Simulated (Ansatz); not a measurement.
# Te2Mo: the cost of one run

Computed with Ansatz 0.2.0 (DFT PBE, scalar-relativistic, plane waves, PAW, unless a step's input says otherwise).

### 1 The structure to begin with

Symmetry: R-3m, No. 166, trigonal system. Conventional cell: a = 6.750 Å, b = 6.750 Å, c = 14.017 Å, α = 90.00°, β = 90.00°, γ = 120.00°. Around Te (site symmetry 2/m) lie 2 Mo at 2.17 Å. Te (site symmetry -3m) is surrounded by 6 Te at 3.37 Å. Mo (site symmetry 3m) has 3 Te at 2.17 Å as nearest neighbours.

As a file:

```
CELL_PARAMETERS angstrom
3.37480 1.94844 4.67243
-3.37480 1.94844 4.67243
0.00000 -3.89688 4.67243
ATOMIC_POSITIONS crystal
Te 0.00000 0.00000 0.50000
Te 0.50000 0.00000 0.00000
Te 0.00000 0.50000 0.00000
Te 0.50000 0.50000 0.50000
Mo 0.90142 0.90142 0.90142
Mo 0.09858 0.09858 0.09858
```

Recipe of the guess: random cell by space group and Wyckoff sites (R-3m, No. 166). Its size is a rough estimate.

### 2 The guess as it stands, on a coarse mesh

The input, input.yaml:

```yaml
crystal:
  lattice:
    - [3.37480075, 1.94844212, 4.67242673]
    - [-3.37480075, 1.94844212, 4.67242673]
    - [0.0, -3.89688424, 4.67242673]
  atoms:
    - { symbol: Te, position: [0.0, 0.0, 0.5] }
    - { symbol: Te, position: [0.5, 0.0, 0.0] }
    - { symbol: Te, position: [0.0, 0.5, 0.0] }
    - { symbol: Te, position: [0.5, 0.5, 0.5] }
    - { symbol: Mo, position: [0.90142048, 0.90142048, 0.90142048] }
    - { symbol: Mo, position: [0.09857952, 0.09857952, 0.09857952] }
basis:
  ecutwfc: 420
kpoints:
  mp_grid: { grid: [3, 3, 3] }
hamiltonian:
  xc: pbe
scf:
  occupations: { method: gaussian, width: 0.1 }
  lower_state_search: "off"
output:
  forces: true
  stress: true
  eigenvalues: true
```

Run with:

```console
> ansatz run input.yaml --threads 1 --pin off --max-ram 2560MiB --backend cpu --events-out ev --progress --plain --runs-dir out
```

What time and memory should one allow on 1 thread of Arm Neoverse V1, shared host?

About 4.4 s, with a peak of 0.43 GiB.
